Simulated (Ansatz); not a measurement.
# Ta (210): surface energy and levels

The task, for Ta: relax the bulk, then compute energy, relaxation and work function or band edges of the (210) face.

Computed with Ansatz 0.2.0 (DFT PBEsol, scalar-relativistic, plane waves, PAW, unless a step's input says otherwise).

### Step 1. The system as given

The structure is cubic, space group Im-3m (No. 229). Conventional cell: a = 3.310 Å, b = 3.310 Å, c = 3.310 Å, α = 90.00°, β = 90.00°, γ = 90.00°. Ta (site symmetry m-3m) is surrounded by 8 Ta at 2.87 Å.

Structure file:

```cif
data_structure
_symmetry_space_group_name_H-M 'P 1'
_symmetry_Int_Tables_number 1
_cell_length_a 2.8665
_cell_length_b 2.8665
_cell_length_c 2.8665
_cell_angle_alpha 109.471
_cell_angle_beta 109.471
_cell_angle_gamma 109.471
_cell_volume 18.13
loop_
_atom_site_label
_atom_site_type_symbol
_atom_site_fract_x
_atom_site_fract_y
_atom_site_fract_z
_atom_site_occupancy
Ta1 Ta 0.00000 0.00000 0.00000 1
```

### Step 2. Quick check of gap, pressure and forces

input.yaml

```yaml
crystal:
  lattice:
    - [-1.6549986157, 1.6549986157, 1.6549986157]
    - [1.6549986157, -1.6549986157, 1.6549986157]
    - [1.6549986157, 1.6549986157, -1.6549986157]
  atoms:
    - { symbol: Ta, position: [0.0, 0.0, 0.0] }
basis:
  ecutwfc: 420
kpoints:
  mp_grid: { grid: [8, 8, 8] }
hamiltonian:
  xc: pbesol
scf:
  occupations: { method: gaussian, width: 0.1 }
output:
  forces: true
  stress: true
  eigenvalues: true
```

On the command line:

```sh
ansatz run input.yaml --threads 8 --pin off --max-ram 15360MiB --backend cpu --events-out ev --progress --plain --runs-dir out
```

Output, shortened:

```text
Warning: RAYON_NUM_THREADS=8 ignored (pool sized by the plan → 8); use --threads N
[...]
Pseudopotentials: kind: paw
Pseudopotential: Ta, paw, valence charge 13, recommended cutoff 420 eV (normal), Ta.paw.azcp
Functional definition: PBEsol
[...]
Crystal: 1 atoms, lattice volume = 18.132 Å³
Basis set: ecut = 420 eV, 369 PW (Γ), exchange–correlation on 40×40×40 points (8 copies of the dense FFT grid, shifted against one another)
Bands: 11, of which v1, the nominal top of the filled ones, is band 7 counted from 1 (6 counted from 0)
Symmetry: 48 space group operations
Space group: Im-3m (ITA 229), of the structure as read, at distance tolerance 2.6e-5 Å
k-points: 29 of 512
[...]
SCF iter   6: F=-9806.517454 eV  HF=-9806.517454 eV  |F-HF|=3.26e-10  |Δ(HF+E_count)|=   1.13e-9  Δρ=1.72e-6  dr2=3.90e-10  ethr=2.58e-11  ⟨swp⟩=2.0  Hψ=1103  notcnv=0
[...]
SCF converged after 6 iterations
Free energy (F): -9806.517454 eV
[...]
E sigma→0 (E₀):  -9806.515541 eV
Entropy (-TS):   -0.003825 eV (-3.825 meV/atom)
Fermi energy:    18.348493 eV
[...]
--- Forces (eV/Å), atoms counted from 1 ---
  atom   1  Ta    -0.00000000     0.00000000    -0.00000000
[...]
--- Stress (GPa, compression-positive) ---
       -7.165251       0.000000       0.000000
       -0.000000      -7.165251      -0.000000
       -0.000000      -0.000000      -7.165251
  P = ⅓ Tr σ = -7.1653 GPa (-71.653 kbar)
--- Band table (eV; the first three rows and the last of 29) ---
  k-point 0: bands = ["-48.6974", "-14.6500", "-14.6500", "-14.6500", "10.4467", "19.0682", "19.0682", "19.0682", "22.3115", "22.3115", "32.9377"]
[...]
```

Wall time 0.86 s (8 threads of Arm Neoverse V2, shared host); peak memory 0.24 GiB.

Read-out: pressure -7.2 GPa, largest force 0.00 eV/Å, gap on this mesh none (metal). By this gap the next run takes a mesh of 18×18×18.

### Step 3. Full relaxation

input.yaml: that of step 2 with these lines changed.

```diff
@@ -10,3 +10,3 @@
 kpoints:
-  mp_grid: { grid: [8, 8, 8] }
+  mp_grid: { grid: [18, 18, 18] }
 hamiltonian:
@@ -19 +19,6 @@
   eigenvalues: true
+relax:
+  adjacent_minimum: "off"
+  f_tol: 0.005
+  max_steps: 80
+  cell: { stress_tol: 0.05 }
```

On the command line:

```sh
ansatz run input.yaml --threads 8 --pin off --max-ram 15360MiB --backend cpu --events-out ev --progress --plain --runs-dir out
```

Output:

```text
Warning: RAYON_NUM_THREADS=8 ignored (pool sized by the plan → 8); use --threads N
Engine: ansatz 0.2.0, aarch64-unknown-linux-gnu
[... 3 set-up lines as earlier in the session ...]
  exchange = pbesol_x
  correlation = pbesol_c
Crystal: 1 atoms, lattice volume = 18.132 Å³
Basis set: ecut = 420 eV, 369 PW (Γ), exchange–correlation on 40×40×40 points (8 copies of the dense FFT grid, shifted against one another)
Bands: 11, of which v1, the nominal top of the filled ones, is band 7 counted from 1 (6 counted from 0)
[... 2 set-up lines as earlier in the session ...]
k-points: 195 of 5832
Non-local potential: Ta, projectors of the file, l = 0: 3, l = 1: 2, l = 2: 2, l = 3: 1
PAW form: soft (Blöchl's): semilocal exchange-correlation on the pseudo side does not see the compensation charge
PAW frozen core: Ta, regenerated for the run's functional, and the local potential with it (the file was generated under x = pbe(κ = 0.804, μ = 0.2195149727645171), c = pbe(β = 0.06672455060314922))
PAW one-centre angular grid: Ta, 590 points (default); XC on 64 Gauss nodes
Initial density: superposition of atomic densities (neutral atoms: chi_scale 0, normalization atom), corrected by the library's trained network
Initial wavefunctions: pseudopotential atomic-orbital guess
Functional: x = pbesol(κ = 0.804, μ = 0.12345679012345678), c = pbesol(β = 0.046)
SCF iter   1: F=—  HF=-9806.495479 eV  |F-HF|=—  |Δ(HF+E_count)|=         —  Δρ=2.17e-3  dr2=2.21e-4  ethr=1.77e-3  ⟨swp⟩=5.1  Hψ=12044  notcnv=0
preconditioner: auto → none  [metal: Δε(μ)=0.021 eV  Ē_g=8.252 eV  σ=0.100 eV  W_gap=0.12  n_scr=0 (ndim 8)  ℏωp=19.5 eV  f_vac=0.000  D(μ)=1.22/eV (n_scr^D=12)]
SCF iter   2: F=—  HF=-9806.495247 eV  |F-HF|=—  |Δ(HF+E_count)|=   2.32e-4  Δρ=1.01e-3  dr2=4.45e-5  ethr=1.70e-6  ⟨swp⟩=2.1  Hψ=4663  notcnv=0
SCF iter   3: F=—  HF=-9806.495286 eV  |F-HF|=—  |Δ(HF+E_count)|=   3.89e-5  Δρ=1.52e-4  dr2=1.32e-6  ethr=3.43e-7  ⟨swp⟩=1.1  Hψ=2127  notcnv=0
iter 4 did not close the SCF: its close was put off for the readings that it lacked (scf_convergence_deferred on its scf_iter line)
SCF iter   4: F=-9806.495286 eV  HF=-9806.495286 eV  |F-HF|=3.48e-8  |Δ(HF+E_count)|=   6.53e-8  Δρ=3.62e-5  dr2=7.40e-8  ethr=1.02e-8  ⟨swp⟩=2.5  Hψ=3243  notcnv=0
iter 5 did not close the SCF: its close was put off for the readings that it lacked (scf_convergence_deferred on its scf_iter line)
SCF iter   5: F=-9806.495286 eV  HF=-9806.495286 eV  |F-HF|=7.65e-9  |Δ(HF+E_count)|=   2.14e-8  Δρ=1.82e-5  dr2=1.59e-8  ethr=5.69e-10  ⟨swp⟩=1.1  Hψ=2209  notcnv=0
SCF iter   6: F=-9806.495286 eV  HF=-9806.495286 eV  |F-HF|=2.53e-10  |Δ(HF+E_count)|=   6.29e-9  Δρ=3.12e-6  dr2=5.67e-10  ethr=1.22e-10  ⟨swp⟩=2.7  Hψ=7077  notcnv=0
SCF 1 converged in 6 iterations: F = -9806.495286 eV  dr2 = 5.67e-10
relax step   1: F+E_penalty+E_count = -9806.49528618 eV  Δ(F+E_penalty+E_count) = +0.000e0 eV  max|allowed force component| = 0.000e0 eV/Å  Δτ_max = 0.0000 Å  P = -5.275 GPa  Ω = 18.132 Å³  (6 SCF iters, dr2 threshold 1.00e-7 eV, accepted)
Crystal: 1 atoms, lattice volume = 16.307 Å³
Basis set: ecut = 420 eV, 321 PW (Γ), exchange–correlation on 40×40×40 points (8 copies of the dense FFT grid, shifted against one another)
Initial density: handed on by an earlier stage of this run
Initial wavefunctions: those handed on with the density
iter 1 solved again at ethr=5.82e-6 eV; its pass at ethr=3.10e-3 eV (dr2=7.57e-4 eV) is discarded
SCF iter   1: F=—  HF=-9806.427130 eV  |F-HF|=—  |Δ(HF+E_count)|=         —  Δρ=2.75e-3  dr2=7.70e-4  ethr=5.82e-6  ⟨swp⟩=1.3  Hψ=16711  notcnv=0
preconditioner: auto → none  [metal: Δε(μ)=0.005 eV  Ē_g=9.167 eV  σ=0.100 eV  W_gap=0.03  n_scr=0 (ndim 8)  ℏωp=20.6 eV  f_vac=0.000  D(μ)=1.19/eV (n_scr^D=12)]
SCF iter   2: F=—  HF=-9806.427741 eV  |F-HF|=—  |Δ(HF+E_count)|=   6.11e-4  Δρ=1.05e-3  dr2=5.48e-5  ethr=5.82e-6  ⟨swp⟩=2.6  Hψ=3076  notcnv=0
SCF iter   3: F=—  HF=-9806.428029 eV  |F-HF|=—  |Δ(HF+E_count)|=   2.88e-4  Δρ=1.93e-4  dr2=1.33e-6  ethr=4.22e-7  ⟨swp⟩=2.0  Hψ=2621  notcnv=0
SCF iter   4: F=-9806.428042 eV  HF=-9806.428042 eV  |F-HF|=1.22e-9  |Δ(HF+E_count)|=   1.32e-5  Δρ=5.87e-6  dr2=1.86e-9  ethr=7.69e-10  ⟨swp⟩=6.7  Hψ=10866  notcnv=0
SCF 2 converged in 4 iterations: F = -9806.428042 eV  dr2 = 1.86e-9
relax step   2: F+E_penalty+E_count = -9806.42804246 eV  Δ(F+E_penalty+E_count) = +6.724e-2 eV  max|allowed force component| = 0.000e0 eV/Å  Δτ_max = 0.0000 Å  P = +19.391 GPa  Ω = 16.307 Å³  energy of the carried Pulay correction = +6.111e-4 eV  (4 SCF iters, dr2 threshold 1.00e-7 eV, rejected (line search))
Crystal: 1 atoms, lattice volume = 17.709 Å³
iter 1 solved again at ethr=4.32e-6 eV; its pass at ethr=3.10e-3 eV (dr2=5.62e-4 eV) is discarded
SCF iter   1: F=—  HF=-9806.502820 eV  |F-HF|=—  |Δ(HF+E_count)|=         —  Δρ=2.11e-3  dr2=5.20e-4  ethr=4.32e-6  ⟨swp⟩=1.4  Hψ=16743  notcnv=0
preconditioner: auto → none  [metal: Δε(μ)=0.006 eV  Ē_g=8.461 eV  σ=0.100 eV  W_gap=0.03  n_scr=0 (ndim 8)  ℏωp=19.7 eV  f_vac=0.000  D(μ)=1.20/eV (n_scr^D=12)]
SCF iter   2: F=—  HF=-9806.503197 eV  |F-HF|=—  |Δ(HF+E_count)|=   3.77e-4  Δρ=8.00e-4  dr2=3.39e-5  ethr=4.00e-6  ⟨swp⟩=2.6  Hψ=3064  notcnv=0
SCF iter   3: F=—  HF=-9806.503376 eV  |F-HF|=—  |Δ(HF+E_count)|=   1.80e-4  Δρ=1.66e-4  dr2=1.16e-6  ethr=2.61e-7  ⟨swp⟩=2.0  Hψ=2624  notcnv=0
SCF iter   4: F=—  HF=-9806.503386 eV  |F-HF|=—  |Δ(HF+E_count)|=   9.49e-6  Δρ=5.32e-6  dr2=2.05e-9  ethr=8.92e-9  ⟨swp⟩=2.2  Hψ=3118  notcnv=0
SCF iter   5: F=—  HF=-9806.503386 eV  |F-HF|=—  |Δ(HF+E_count)|=  7.46e-10  Δρ=5.52e-7  dr2=2.09e-11  ethr=1.58e-11  ⟨swp⟩=2.1  Hψ=3215  notcnv=0
SCF iter   6: F=-9806.503386 eV  HF=-9806.503386 eV  |F-HF|=0.00e0  |Δ(HF+E_count)|=  2.36e-11  Δρ=3.60e-8  dr2=1.35e-13  ethr=1.00e-12  ⟨swp⟩=5.2  Hψ=7511  notcnv=0
SCF 3 converged in 6 iterations: F = -9806.503386 eV  dr2 = 1.35e-13
relax step   3: F+E_penalty+E_count = -9806.50338583 eV  Δ(F+E_penalty+E_count) = -8.100e-3 eV  max|allowed force component| = 0.000e0 eV/Å  Δτ_max = 0.0000 Å  P = -0.660 GPa  Ω = 17.709 Å³  energy of the carried Pulay correction = +1.363e-4 eV  (6 SCF iters, accepted)
Crystal: 1 atoms, lattice volume = 17.652 Å³
iter 1 solved again at ethr=1.91e-8 eV; its pass at ethr=3.10e-3 eV (dr2=2.48e-6 eV) is discarded
SCF iter   1: F=—  HF=-9806.503520 eV  |F-HF|=—  |Δ(HF+E_count)|=         —  Δρ=8.90e-5  dr2=9.81e-7  ethr=1.91e-8  ⟨swp⟩=2.7  Hψ=14846  notcnv=0
preconditioner: auto → none  [metal: Δε(μ)=0.003 eV  Ē_g=8.481 eV  σ=0.100 eV  W_gap=0.02  n_scr=0 (ndim 8)  ℏωp=19.8 eV  f_vac=0.000  D(μ)=1.19/eV (n_scr^D=12)]
SCF iter   2: F=—  HF=-9806.503521 eV  |F-HF|=—  |Δ(HF+E_count)|=   1.80e-6  Δρ=3.33e-5  dr2=6.77e-8  ethr=7.69e-10  ⟨swp⟩=3.6  Hψ=9468  notcnv=0
SCF iter   3: F=-9806.503522 eV  HF=-9806.503522 eV  |F-HF|=1.32e-8  |Δ(HF+E_count)|=   2.32e-7  Δρ=6.62e-6  dr2=1.63e-9  ethr=5.20e-10  ⟨swp⟩=4.4  Hψ=6858  notcnv=0
SCF 4 converged in 3 iterations: F = -9806.503522 eV  dr2 = 1.63e-9
relax step   4: F+E_penalty+E_count = -9806.50352157 eV  Δ(F+E_penalty+E_count) = -1.357e-4 eV  max|allowed force component| = 0.000e0 eV/Å  Δτ_max = 0.0000 Å  P = +0.003 GPa  Ω = 17.652 Å³  energy of the carried Pulay correction = +1.549e-4 eV  (3 SCF iters, dr2 threshold 1.00e-7 eV, accepted)
Initial wavefunctions: pseudopotential atomic-orbital guess (no wavefunctions were taken with the density)
iter 1 solved again at ethr=4.56e-8 eV; its pass at ethr=3.10e-3 eV (dr2=5.93e-6 eV) is discarded
SCF iter   1: F=—  HF=-9806.503381 eV  |F-HF|=—  |Δ(HF+E_count)|=         —  Δρ=3.67e-5  dr2=2.49e-8  ethr=4.56e-8  ⟨swp⟩=3.1  Hψ=18021  notcnv=0
SCF iter   2: F=—  HF=-9806.503382 eV  |F-HF|=—  |Δ(HF+E_count)|=   1.53e-6  Δρ=1.80e-5  dr2=5.58e-9  ethr=1.92e-10  ⟨swp⟩=2.0  Hψ=2579  notcnv=0
SCF iter   3: F=—  HF=-9806.503382 eV  |F-HF|=—  |Δ(HF+E_count)|=   8.56e-9  Δρ=7.26e-7  dr2=2.46e-11  ethr=4.29e-11  ⟨swp⟩=2.5  Hψ=3470  notcnv=0
SCF iter   4: F=-9806.503382 eV  HF=-9806.503382 eV  |F-HF|=3.64e-12  |Δ(HF+E_count)|=  7.28e-12  Δρ=8.78e-8  dr2=1.05e-12  ethr=1.00e-12  ⟨swp⟩=5.9  Hψ=9100  notcnv=0
SCF 5 converged in 4 iterations: F = -9806.503382 eV  dr2 = 1.05e-12
relax step   5: F+E_penalty+E_count = -9806.50338243 eV  Δ(F+E_penalty+E_count) = +1.391e-4 eV  max|allowed force component| = 0.000e0 eV/Å  Δτ_max = 0.0000 Å  P = -0.008 GPa  Ω = 17.652 Å³  stress off target by 8.05e-3 GPa  SCF on the basis re-selected at this cell (its energy is not comparable with the rows above)  (4 SCF iters)
basis re-selected at this cell: Δ(F+E_penalty+E_count) = +1.391e-4 eV, ΔP = -0.011 GPa vs the last step (what re-selecting the basis moved, of the pressure what is left beyond the Pulay correction that the steps carried, after the strain that the cell walked since its last selection, with what the two solves' SCF thresholds leave and, on support functions, any second-order correction that the steps lacked; it is no measure of the basis error at this ecutwfc). This SCF's stress stands 8.05e-3 GPa from its target on what of the cell is left free (relax.cell.stress_tol is 5.00e-2 GPa) and its largest allowed force component is 0.00e0 eV/Å (relax.f_tol is 5.00e-3 eV/Å): within both
SCF converged after 4 iterations
Free energy (F): -9806.503382 eV
Harris-Foulkes:  -9806.503382 eV  (|F-HF|=3.64e-12)
Internal energy: -9806.497434 eV  (E = F + TS)
E sigma→0 (E₀):  -9806.500408 eV
Entropy (-TS):   -0.005949 eV (-5.949 meV/atom)
Fermi energy:    18.910497 eV
--- Per-component energies (eV) ---
  E_band       = -99.463273
  E_kinetic    = 366.764577
  E_local      = -538.561426  (includes V_loc(G=0)·N_el)
  E_nonlocal   = 17.808200
  E_hartree    = 186.974468
  E_xc         = -217.172708
  E_vxc        = -204.060462  (∫ρ·V_xc dr)
  E_paw        = -8272.689334  (= ΣΔE_a)
  E_vpaw       = -115.363263  (= ΣTr[D̂ρ^β])
  E_aug_tail   = 0.000137  (compensation charges beyond the density's cutoff)
  E_ewald      = -1349.834994
  E_core_change = 0.213646  (= ΣΔE_core)
  E_smearing   = -0.005949  (= −TS)
  E_closure    = 0.000000  (closes the sum)
  Σ components = -9806.503382   (vs F -9806.503382, Δ=0.00e0)
--- Forces (eV/Å), atoms counted from 1 ---
  atom   1  Ta    -0.00000000     0.00000000    -0.00000000
  max |Σ_I F_I| component: 7.81e-32 eV/Å
--- Stress (GPa, compression-positive) ---
       -0.008048       0.000000      -0.000000
        0.000000      -0.008048      -0.000000
       -0.000000       0.000000      -0.008048
  P = ⅓ Tr σ = -0.0080 GPa (-0.080 kbar)
--- Band table (eV; the first three rows and the last of 195) ---
  k-point 0: bands = ["-48.0879", "-14.0024", "-14.0024", "-14.0024", "10.9157", "19.6219", "19.6219", "19.6219", "22.9636", "22.9636", "33.6179"]
  k-point 1: bands = ["-48.0841", "-14.0440", "-14.0151", "-14.0026", "11.0572", "19.5288", "19.5963", "19.7614", "22.8080", "22.9635", "33.7477"]
  k-point 2: bands = ["-48.0731", "-14.1623", "-14.0517", "-14.0033", "11.4666", "19.2726", "19.4870", "20.1753", "22.4843", "22.9709", "34.0786"]
  k-point 194: bands = ["-47.8662", "-14.8803", "-14.8803", "-14.8803", "14.9668", "14.9668", "25.9135", "25.9135", "25.9135", "27.6948", "27.6948"]
--- Relaxed structure (4 steps of the walk, 3 accepted, 1 SCFs on fresh bases) ---
  F+E_penalty+E_count = -9806.50338243 eV   max|allowed force component| = 0.000e0 eV/Å   (the final SCF, on the basis selected at the relaxed cell)
  cell:  # Å, volume = 17.6516 Å³
    - [-1.6402413114885337, 1.6402413114885337, 1.6402413114885337]
    - [1.6402413114885337, -1.6402413114885337, 1.6402413114885337]
    - [1.6402413114885337, 1.6402413114885337, -1.6402413114885337]
  atoms:
    - { symbol: Ta, position: [0.0, 0.0, 0.0] }
```

Wall time 2.1 s (8 threads of Arm Neoverse V2, shared host); peak memory 0.32 GiB.

The steps of the relaxation:

```csv
step,E - E(step 1) (eV/cell),largest force component (eV/Å),pressure (GPa),volume (Å³)
1,0.0000,0.0000,-5.28,18.13
2,0.0672,0.0000,19.39,16.31
3,-0.0081,0.0000,-0.66,17.71
4,-0.0082,0.0000,0.00,17.65
5,-0.0081,0.0000,-0.01,17.65
```

Step 1 is the start. Step 5 repeats the geometry before it on a plane-wave basis chosen anew for that cell, so its energy need not be comparable with the rows above. Step 2 was tried and not accepted.

Lengths and angles in the start's conventional setting:

|  | before | after | change |
| --- | --- | --- | --- |
| a (Å) | 3.310 | 3.280 | -0.9 % |
| b (Å) | 3.310 | 3.280 | -0.9 % |
| c (Å) | 3.310 | 3.280 | -0.9 % |
| volume (Å³/atom) | 18.13 | 17.65 | -2.7 % |
| shortest distance (Å) | 2.867 | 2.841 | -0.9 % |
| space group (0.01 Å) | Im-3m | Im-3m | same |

The run keeps the 48 symmetry operations of the start, so it could not have lowered the symmetry.

### Step 4. The bulk in the cell of the plane

input.yaml

```yaml
crystal:
  lattice:
    - [3.280482623, 0.0, 0.0]
    - [0.0, 7.335382144, 0.0]
    - [1.6402413115, -2.2006146432, 0.7335382144]
  atoms:
    - { symbol: Ta, position: [0.0, 0.0, 0.0] }
basis:
  ecutwfc: 420
kpoints:
  mp_grid: { grid: [11, 5, 46] }
hamiltonian:
  xc: pbesol
scf:
  occupations: { method: gaussian, width: 0.1 }
output:
  forces: true
  stress: true
  eigenvalues: true
  write_density: true
  write_potential: true
  elf: true
  volumetric_format: npy
```

On the command line:

```sh
ansatz run input.yaml --threads 8 --pin off --max-ram 15360MiB --backend cpu --events-out ev --progress --plain --runs-dir out
```

Output, shortened:

```text
[...]
SCF converged after 6 iterations
Free energy (F): -9806.504319 eV
[...]
E sigma→0 (E₀):  -9806.501646 eV
Entropy (-TS):   -0.005347 eV (-5.347 meV/atom)
Fermi energy:    18.888744 eV
[...]
--- Forces (eV/Å), atoms counted from 1 ---
  atom   1  Ta     0.00000000     0.00000000     0.00000000
[...]
--- Stress (GPa, compression-positive) ---
        0.262966      -0.000200       0.005347
       -0.000200      -0.074578      -0.031025
        0.005347      -0.031025       0.219051
  P = ⅓ Tr σ = 0.1358 GPa (1.358 kbar)
--- Band table (eV; the first three rows and the last of 1266) ---
  k-point 0: bands = ["-48.0922", "-14.0081", "-14.0060", "-14.0050", "10.9157", "19.6185", "19.6197", "19.6209", "22.9604", "22.9634", "33.6170"]
[...]
```

Run time: 3.2 s. Hardware: 8 threads of Arm Neoverse V2, shared host; peak memory 0.54 GiB.

Bulk reference and slab share their plane, in-plane mesh and smearing. Its energy with the smearing taken to zero: -9806.5016 eV/atom.

### Step 5. The (210) slab

Miller indices refer to the conventional cell of the relaxed bulk, Im-3m (No. 229): a = 3.280 Å, b = 3.280 Å, c = 3.280 Å, α = 90.00°, β = 90.00°, γ = 90.00°.

The slab is a (210) slab, 9.5 Å thick as cut, with 15 Å of vacuum; its outer planes are Ta (top) and Ta (bottom).

The slab as cut. Layers, bottom to top:

```tsv
plane	atoms per cell	height over the lowest (Å)
1	Ta	0.00
2	Ta	0.73
3	Ta	1.47
4	Ta	2.20
5	Ta	2.93
6	Ta	3.67
7	Ta	4.40
8	Ta	5.13
9	Ta	5.87
10	Ta	6.60
11	Ta	7.34
12	Ta	8.07
13	Ta	8.80
14	Ta	9.54
```

[end of part 1 of 3]
